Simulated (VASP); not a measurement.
# Settings for CdS: self-consistent run

CdS, P1 (no. 1), 2 atoms in the cell. PBE; PAW potentials Cd, S (PBE set). VASP 6.6.1. The atoms are moved at random off their ideal places.

Wanted: energy within 1 meV/atom; forces within 0.005 eV/Å; pressure within 0.1 GPa.

POSCAR:
```
CdS
1.0
    0.0000000000      2.9165000000      2.9165000000
    2.9165000000      0.0000000000      2.9165000000
    2.9165000000      2.9165000000      0.0000000000
Cd S
1 1
Direct
   -0.0002600000     -0.0014860000      0.0027000000
    0.7430660000      0.7532230000      0.7515430000
```

## One numerical tag moved

| One numerical tag moved | Energy less reference (meV/atom) | Forces, largest deviation (eV/Å) | Pressure (GPa) | SCF iterations | Time (s) |
|---|---|---|---|---|---|
| default | 0.0 | 0.0000 | 3.23 | 15 | 32 |
| WEIMIN = 0.0 | 0.0 | 0.0000 | 3.23 | 15 | 37 |
| NDAV = 2 | 0.0 | 0.0000 | 3.23 | 15 | 35 |
| LDIAG = F | 0.0 | 0.0000 | 3.23 | 14 | 35 |
| EBREAK = 0.0001 | 0.0 | 0.0000 | 3.23 | 19 | 36 |
| LMAXPAW = 0 | -0.3 | 0.0002 | 3.23 | 15 | 35 |
| DEPER = 0.6 | 0.0 | 0.0000 | 3.23 | 15 | 34 |
| EBREAK = 1e-10 | 0.0 | 0.0000 | 3.23 | 15 | 35 |
| LASYNC = T | 0.0 | 0.0000 | 3.23 | 15 | 37 |

Chosen: default; no other choice that stays within half of the tolerance saves 30 % of the time.

## The input

INCAR:
```
SYSTEM = CdS
ALGO = Normal
EDIFF = 1E-7
ENCUT = 520
ISIF = 2
ISMEAR = 0
LASPH = .True.
LCHARG = .False.
LREAL = .False.
LWAVE = .False.
NELM = 100
PREC = Accurate
SIGMA = 0.02
```

KPOINTS:
```
k-points
0
Gamma
  7 7 7
```

Commands:
```
cat potpaw_PBE.64/Cd/POTCAR potpaw_PBE.64/S/POTCAR > POTCAR
mpirun -np 1 vasp_std > vasp.out
```

The chosen input took VASP 6.6.1 32 s on 1 core (Intel Xeon 6975P-C (Granite Rapids)), a shared host.
